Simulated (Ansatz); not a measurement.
# Bands of I

```xyz
2
Lattice="4.2827 0.0000 0.0000 -2.1413 3.7089 0.0000 0.0000 0.0000 4.8829" Properties=species:S:1:pos:R:3 pbc="T T T"
I     0.0000    2.4726    1.2207
I     2.1413    1.2363    3.6622
```

Atom numbers follow the list: I1, I2.

The cell was built from the hcp type and relaxed in the same program, and has space group P6_3/mmc; it needn't be a known or the stable phase.

No spin–orbit coupling, which matters for the heavy atoms here.

These are results of Ansatz 0.2.0, DFT, PBE, all-electron LAPW, scalar-relativistic, not measurements.

Settings: a Γ-centred 15×15×8 k mesh, Fermi–Dirac smearing of 0.05 eV, basis error target 1 meV/atom, no spin polarisation.

Points in fractions of the reciprocal vectors of this cell: Γ (0, 0, 0), M (0.5, 0, 0), K (0.333, 0.333, 0), A (0, 0, 0.5), L (0.5, 0, 0.5), H (0.333, 0.333, 0.5). The path joins them by straight lines in the order Γ–M–K–Γ–A–L–H–A–L; legs that retrace an earlier one aren't tabulated. Energies are in eV from the Fermi level.

(1) Is there a gap?

(2) List the levels between -5 and 5 eV at the symmetry points.

Answers

(1) none: bands cross the Fermi level, a metal.

(2) 
Γ: -3.97, -1.85 (×2), -0.12 (×2), 1.06, 4.55
M: -3.40, -2.74, -2.62, -1.62, -1.18, 0.29, 4.53
K: -3.87, -2.04 (×2), -1.91 (×2), -0.26
A: -1.80 (×2), -1.01 (×4)
L: -4.28 (×2), -1.53 (×2), 0.08 (×2)
H: -4.17 (×2), -2.53 (×2), 0.88 (×2)
